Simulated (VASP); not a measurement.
Input for VASP

File KPOINTS:
```
Automatic mesh
0
Monkhorst-Pack
5 4 2
0 0 0
```

### INCAR
```
SYSTEM = Li3N
PREC = Accurate
ENCUT = 520
EDIFF = 1E-6
NELM = 100
ALGO = Normal
LREAL = .FALSE.
LASPH = .TRUE.
ISMEAR = 0
SIGMA = 0.05
GGA = PE
LWAVE = .FALSE.
LCHARG = .FALSE.
ISIF = 2
```

File POSCAR:
```
Li3N
1
    1.8250000000    -3.1609930000     0.0000000000
    1.8250000000     3.1609930000     0.0000000000
    0.0000000000     0.0000000000     3.8700000000
Li N
3 1
Direct
  0.3333330000   0.6666670000   0.0000000000
  0.6666670000   0.3333330000   0.0000000000
  0.0000000000   0.0000000000   0.5000000000
  0.0000000000   0.0000000000   0.0000000000
```

POTCAR, in this order: Li_sv N (PBE.64 set). Program: vasp_std.

Question: Does this input run properly? What does VASP do?

Answer: There is a fault: the mesh has unequal divisions along equivalent axes and breaks the lattice's symmetry. The run ends without an error. Against the sound run, the energy per atom (σ→0) falls by 0.013 eV/atom; the pressure falls by 0.04 GPa.

File standard output:
```
 POSCAR found type information on POSCAR LiN
 POSCAR found :  2 types and       4 ions
 Reading from existing POTCAR
 Reading from existing POTCAR
 LDA part: xc-table for (Slater+PW92), standard interpolation

 -----------------------------------------------------------------------------
|                                                                             |
|           W    W    AA    RRRRR   N    N  II  N    N   GGGG   !!!           |
|           W    W   A  A   R    R  NN   N  II  NN   N  G    G  !!!           |
|           W    W  A    A  R    R  N N  N  II  N N  N  G       !!!           |
|           W WW W  AAAAAA  RRRRR   N  N N  II  N  N N  G  GGG   !            |
|           WW  WW  A    A  R   R   N   NN  II  N   NN  G    G                |
|           W    W  A    A  R    R  N    N  II  N    N   GGGG   !!!           |
|                                                                             |
|     Your reciprocal lattice and k-lattice belong to different lattice       |
|     classes:                                                                |
|                                                                             |
|        The reciprocal lattice is hexagonal,                                 |
|        whereas your k-lattice is simple monoclinic.                         |
|                                                                             |
|     Results are often still useful ...                                      |
|                                                                             |
 -----------------------------------------------------------------------------

 POSCAR, INCAR and KPOINTS ok, starting setup
 WAVECAR not read
 entering main loop
       N       E                     dE             d eps       ncg     rms          rms(c)
DAV:   1     0.547885518770E+02    0.54789E+02   -0.70673E+03   220   0.134E+03
DAV:   2    -0.114119434736E+02   -0.66200E+02   -0.63398E+02   295   0.247E+02
DAV:   3    -0.190341545602E+02   -0.76222E+01   -0.75833E+01   360   0.774E+01
DAV:   4    -0.197736958783E+02   -0.73954E+00   -0.73898E+00   348   0.196E+01
DAV:   5    -0.197819020933E+02   -0.82062E-02   -0.82059E-02   314   0.260E+00    0.981E+00
DAV:   6    -0.159136203920E+02    0.38683E+01   -0.24814E+01   250   0.234E+01    0.452E+00
DAV:   7    -0.157563977554E+02    0.15722E+00   -0.16924E+00   301   0.746E+00    0.230E+00
DAV:   8    -0.156852746043E+02    0.71123E-01   -0.37141E-01   293   0.495E+00    0.114E+00
DAV:   9    -0.156747820949E+02    0.10493E-01   -0.61425E-02   268   0.150E+00    0.346E-01
DAV:  10    -0.156759729990E+02   -0.11909E-02   -0.64137E-03   298   0.445E-01    0.103E-01
DAV:  11    -0.156756570825E+02    0.31592E-03   -0.25831E-03   304   0.235E-01    0.320E-02
DAV:  12    -0.156756639412E+02   -0.68587E-05   -0.17641E-04   322   0.887E-02    0.188E-02
DAV:  13    -0.156756629044E+02    0.10368E-05   -0.17409E-05   281   0.302E-02    0.343E-03
DAV:  14    -0.156756626698E+02    0.23460E-06   -0.14364E-06   214   0.993E-03
   1 F= -.15675663E+02 E0= -.15675663E+02  d E =-.155447E-22
```

OUTCAR:
```
------------------------ aborting loop because EDIFF is reached ----------------------------------------
  FORCE on cell =-STRESS in cart. coord.  units (eV):
  Direction    XX          YY          ZZ          XY          YZ          ZX
  --------------------------------------------------------------------------------------
  Total       -0.0980752     -0.0980752     -0.2627310      0.0000000     -0.0000000      0.0000000
  in kB       -3.5191880     -3.5191886     -9.4274576      0.0000000     -0.0000000      0.0000000
  external PRESSURE =      -5.4886114 kB  Pullay stress =       0.0000000 kB
  volume of cell :       44.65
      direct lattice vectors                 reciprocal lattice vectors
     1.825000000 -3.160993000  0.000000000     0.273972603 -0.158178142  0.000000000
     1.825000000  3.160993000  0.000000000     0.273972603  0.158178142  0.000000000
     0.000000000  0.000000000  3.870000000     0.000000000  0.000000000  0.258397933
 POSITION                                       TOTAL-FORCE (eV/Angst)
 -----------------------------------------------------------------------------------
      1.82500      1.05367      0.00000         0.000000     -0.000000      0.000000
      1.82500     -1.05367      0.00000         0.000000      0.000000      0.000000
      0.00000      0.00000      1.93500        -0.000000      0.000000      0.000000
      0.00000      0.00000      0.00000         0.000000      0.000000      0.000000
 -----------------------------------------------------------------------------------
    total drift:                                0.000000     -0.000000      0.000000
  FREE ENERGIE OF THE ION-ELECTRON SYSTEM (eV)
  ---------------------------------------------------
  free  energy   TOTEN  =       -15.6756626698 eV

  energy  without entropy=      -15.6756626698  energy(sigma->0) =      -15.67566267
```
(Selected blocks of OUTCAR.)

To mend it, correct KPOINTS.
File KPOINTS:
```
Automatic mesh
0
Gamma
5 5 5
0 0 0
```
The mended run (PBE GGA, plane waves, VASP's PBE PAW potentials (set 64)) converges, and its OSZICAR ends with
```
   1 F= -.15625267E+02 E0= -.15625267E+02  d E =-.537787E-17
```

The compound is Li3N in the alpha structure. The cell was not relaxed at this level.
